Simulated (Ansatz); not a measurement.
InN (wurtzite, P6_3mc) at seven volumes, PBEsol in the plane-wave PAW code Ansatz, shape and atoms relaxed at each. One row is withheld.

| V (Å³/atom) | P (GPa) |
|---|---|
| 14.082 | 15.90 |
| 14.546 | 9.69 |
| 15.010 | ? |
| 15.475 | 0.00 |
| 15.939 | -3.74 |
| 16.403 | -6.90 |
| 16.867 | -9.55 |

Question: Fit the shown pressures and predict the withheld one.

Answer: P = (3/2)B₀(x^(7/2) − x^(5/2))[1 + (3/4)(B′ − 4)(x − 1)] with x = (V₀/V)^(2/3). Least squares on the six rows gives V₀ = 15.475 Å³/atom, B₀ = 135 GPa, B′ = 4.64. At V = 15.010, x = 1.0205 and P = 4.42 GPa. The run itself gave 4.44 GPa.

The PBEsol relaxation kept the symmetry of its start.

Potentials: the later of the program's two PAW sets.
